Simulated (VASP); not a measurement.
## VASP inputs for ZnSe (zincblende)

INCAR

```
ISIF = 2
EDIFF = 1E-7
PREC = Accurate
NELM = 120
NSW = 0
SIGMA = 0.01
ALGO = Normal
ISMEAR = 0
METAGGA = R2SCAN
ENCUT = 520
LCHARG = .FALSE.
LWAVE = .FALSE.
LASPH = .TRUE.
LREAL = .FALSE.
IBRION = -1
NBANDS = 16
```

KPOINTS

```
KPOINTS created by Atomic Simulation Environment
0
Gamma
8 8 8
0 0 0
```

KPOINTS_OPT

```
special points
6
Reciprocal
0.0000000000 0.0000000000 0.0000000000 1
-0.5000000000 -0.5000000000 0.0000000000 1
-0.3750000000 -0.3750000000 0.2500000000 1
-0.3750000000 0.0000000000 0.3750000000 1
0.0000000000 0.0000000000 0.5000000000 1
-0.5000000000 -0.2500000000 0.2500000000 1
```

POSCAR

```
Zn Se
 1.0000000000000000
    -0.0000000000000000    2.8324206848428668    2.8324206848428668
     2.8324206848428668    0.0000000000000000    2.8324206848428668
     2.8324206848428668    2.8324206848428668    0.0000000000000000
 Zn  Se
   1   1
Cartesian
  0.0000000000000000  0.0000000000000000 -0.0000000000000000
  1.4162103424214334  1.4162103424214334  1.4162103424214334
```

VASP ran with the recommended PBE PAW datasets (18 valence electrons in the cell).

Q: What does this run give?

A: gap between bands v and c 1.87 eV; least direct gap 1.87 eV; pressure 0.1 GPa.

Band v is the last that the valence electrons fill when counted band by band, and c is the next. Levels in eV from the top of v:

```
point    v−1      v     c   c+1
    Γ   0.00   0.00  1.87  6.31
    X  -2.24  -2.24  3.33  3.87
    K  -3.15  -1.83  3.99  6.06
    L  -0.89  -0.89  3.06  6.86
    W  -2.83  -2.71  5.83  6.08
```
